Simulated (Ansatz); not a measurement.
**InSb: how the settings move a single-point run**

Aim: see which settings change the result for InSb, by how much, and at what cost. The cell is built on a prototype (CsCl type) and needn't be the phase found in nature.

Program: Ansatz 0.2.0. Level of theory: reference: DFT, PBE, plane waves, PAW. These are calculated values, not measurements.

7 further runs of the same task are left out: 5 for a known fault of the program, 2 that didn't finish.

**1. The starting structure**

It takes space group Pm-3m (No. 221, cubic). Conventional cell: a = 3.769 Å, b = 3.769 Å, c = 3.769 Å, α = 90.00°, β = 90.00°, γ = 90.00°. In (site symmetry m-3m) is surrounded by 8 Sb at 3.26 Å. Around Sb (site symmetry m-3m) lie 8 In at 3.26 Å.

Structure file:

```cif
data_structure
_symmetry_space_group_name_H-M 'P 1'
_symmetry_Int_Tables_number 1
_cell_length_a 3.7690
_cell_length_b 3.7690
_cell_length_c 3.7690
_cell_angle_alpha 90.000
_cell_angle_beta 90.000
_cell_angle_gamma 90.000
_cell_volume 53.54
loop_
_atom_site_label
_atom_site_type_symbol
_atom_site_fract_x
_atom_site_fract_y
_atom_site_fract_z
_atom_site_occupancy
In1 In 0.00000 0.00000 0.00000 1
Sb1 Sb 0.50000 0.50000 0.50000 1
```

**2. The reference run**

input.yaml reads:

```yaml
crystal:
  lattice:
    - [3.7689762345, 0.0, 0.0]
    - [0.0, 3.7689762345, 0.0]
    - [0.0, 0.0, 3.7689762345]
  atoms:
    - { symbol: In, position: [0.0, 0.0, 0.0] }
    - { symbol: Sb, position: [0.5, 0.5, 0.5] }
kpoints:
  mp_grid: { grid: [6, 6, 6] }
hamiltonian:
  xc: pbe
scf:
  occupations: { method: fermi_dirac, width: 0.02 }
  n_extra_bands: 4
output:
  forces: true
  stress: true
  eigenvalues: true
  write_density: true
  write_potential: true
  elf: true
  volumetric_format: npy
```

Run with:

```console
> ansatz run input.yaml --threads 4 --pin off --max-ram 3686MiB --backend cpu --events-out ev --progress --plain --runs-dir out
```

**3. Changed: occupations.method gaussian, occupations.width 0.5**

Edit input.yaml of step 2 so:

```diff
@@ -13,3 +13,3 @@
 scf:
-  occupations: { method: fermi_dirac, width: 0.02 }
+  occupations: { method: gaussian, width: 0.5 }
   n_extra_bands: 4
@@ -19,5 +19 @@
   eigenvalues: true
-  write_density: true
-  write_potential: true
-  elf: true
-  volumetric_format: npy
```

**4. Variant: ecutrho_ratio 8**

Edit input.yaml of step 2 so:

```diff
@@ -15,2 +15,3 @@
   n_extra_bands: 4
+  max_iter: 68
 output:
@@ -19,5 +20,3 @@
   eigenvalues: true
-  write_density: true
-  write_potential: true
-  elf: true
-  volumetric_format: npy
+basis:
+  ecutrho_ratio: 8
```

**5. Changed: mixing.beta 0.05**

Edit input.yaml of step 2 so:

```diff
@@ -15,2 +15,4 @@
   n_extra_bands: 4
+  mixing: { beta: 0.05 }
+  max_iter: 57
 output:
@@ -19,5 +21 @@
   eigenvalues: true
-  write_density: true
-  write_potential: true
-  elf: true
-  volumetric_format: npy
```

**6. Variant: mp_grid.shift [0.5, 0.5, 0.5]**

Edit input.yaml of step 2 so:

```diff
@@ -9,3 +9,3 @@
 kpoints:
-  mp_grid: { grid: [6, 6, 6] }
+  mp_grid: { grid: [6, 6, 6], shift: [0.5, 0.5, 0.5] }
 hamiltonian:
@@ -19,5 +19 @@
   eigenvalues: true
-  write_density: true
-  write_potential: true
-  elf: true
-  volumetric_format: npy
```

**7. Variant: ecutwfc 900**

Edit input.yaml of step 2 so:

```diff
@@ -19,5 +19,3 @@
   eigenvalues: true
-  write_density: true
-  write_potential: true
-  elf: true
-  volumetric_format: npy
+basis:
+  ecutwfc: 900
```

**8. Changing settings: xc pbesol**

Edit input.yaml of step 2 so:

```diff
@@ -11,3 +11,3 @@
 hamiltonian:
-  xc: pbe
+  xc: pbesol
 scf:
@@ -19,5 +19 @@
   eigenvalues: true
-  write_density: true
-  write_potential: true
-  elf: true
-  volumetric_format: npy
```

Before running it: what results should come out? Wanted: for each run, ending; energy change; pressure; gap; force.

The runs gave:

```
                                                  run     ending        energy change  pressure (GPa)  gap (eV)  force (eV/Å)  cycles    time
                                            reference  converged                    0             1.1      0.00          0.00       6     1 s
1: occupations.method gaussian, occupations.width 0.5  converged  -1.7 meV/atom (σ→0)             1.5      0.00          0.00       6  0.92 s
                                   2: ecutrho_ratio 8  converged         0.0 meV/atom             1.1      0.00          0.00       6     1 s
                                  3: mixing.beta 0.05  converged         0.0 meV/atom             1.1      0.00          0.00       9   1.1 s
                     4: mp_grid.shift [0.5, 0.5, 0.5]  converged       +33.0 meV/atom             2.3      0.00          0.00       6  0.59 s
                                       5: ecutwfc 900  converged        -1.5 meV/atom             1.1      0.00          0.00       6   2.2 s
                                         6: xc pbesol  converged       not comparable            -1.9      0.00          0.00       6     1 s
```

Times don't compare one to one where runs were asked for different outputs or read a saved state (see the inputs); cycles may leave out searches for a lower state.

Residual by cycle in the longest SCF loop of each run; runs are numbered as in the table. The quantity is the density residual dr2, in eV.

```
cycle  reference    run 1    run 2    run 3    run 4   run 5    run 6
    1    0.00448  0.00256  0.00448  0.00448  0.00166  0.0043  0.00559
    2     8.1e-4   8.2e-4   8.1e-4  0.00358   6.0e-4  8.4e-4   8.8e-4
    3     5.8e-5   1.2e-4   5.8e-5  0.00158   5.9e-5  5.8e-5   3.0e-5
    4     4.6e-6   1.2e-5   4.6e-6   6.7e-4   1.2e-5  5.1e-6   4.4e-6
    5     1.4e-7   1.9e-7   1.4e-7   2.4e-5   2.2e-7  1.7e-7   1.2e-7
    6     1.9e-8   8.9e-8   1.9e-8   8.3e-6   4.4e-8  1.7e-8   5.1e-9
    7          -        -        -   3.6e-7        -       -        -
    8          -        -        -   2.0e-7        -       -        -
    9          -        -        -   1.0e-8        -       -        -
```

Semilocal functionals close small gaps, so the missing gap need not be the real solid's. Of the variants the dearest is «ecutwfc 900» (2.2 s), the cheapest «mp_grid.shift [0.5, 0.5, 0.5]» (0.59 s), on a shared host.
